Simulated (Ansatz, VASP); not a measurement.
Two plane-wave programs on Au

Contents of INCAR:

```
  PREC = Accurate
  ENCUT = 520
  EDIFF = 1E-6
  ISMEAR = -1
  SIGMA = 0.1
  LREAL = False
  LASPH = True
  NELM = 80
  ALGO = Normal
  ISIF = 2
  LWAVE = False
  LCHARG = False
  GGA = CA
  NBANDS = 12
```

KPOINTS

```
Automatic mesh
0
Gamma
  22 22 22
```

The input POSCAR:

```
Au
1.0
    0.0000000000      2.0229622709      2.0229622709
    2.0229622709      0.0000000000      2.0229622709
    2.0229622709      2.0229622709      0.0000000000
Au
1
Direct
    0.0000000000      0.0000000000      0.0000000000
```

Input for Ansatz:

```yaml
crystal:
  lattice:
    - [0.0, 2.0229622709, 2.0229622709]
    - [2.0229622709, 0.0, 2.0229622709]
    - [2.0229622709, 2.0229622709, 0.0]
  atoms:
    - { symbol: Au, position: [0.0, 0.0, 0.0] }
hamiltonian:
  xc: lda
  pseudopotentials:
    kind: paw
    azcp:
      Au: "pseudopotentials/Au.paw.azcp"
basis:
  ecutwfc: 420
  fft_grid_basis: typed
kpoints:
  mp_grid: { grid: [22, 22, 22], shift: [0, 0, 0] }
magnetization:
  spin_polarized: false
scf:
  occupations: { method: fermi_dirac, width: 0.1 }
  lower_state_search: "off"
output:
  stress: true
```

Alike in both runs: task single point; functional LDA; k mesh 22 × 22 × 22; occupations fermi-dirac, width 0.1 eV; no spin polarisation.

```csv
,VASP,Ansatz
version,VASP 6.6.1,Ansatz 0.2.0
potentials or method,"VASP PAW LDA potentials, release 64 (Au)","plane waves (420 eV) with PAW, scalar-relativistic"
plane-wave cutoff (eV),520,420
valence electrons in the cell,11,19
```

Ansatz gave:

| Item | Value |
| --- | --- |
| pressure (GPa) | 0.2 |

Which values does VASP return?

Pressure (GPa): 0.8.

The two sets of potentials don't hold the same shells in valence. Ansatz warned: «pseudo_functional_mismatch».

The runs have no spin-orbit coupling, so splittings on Au are missing.
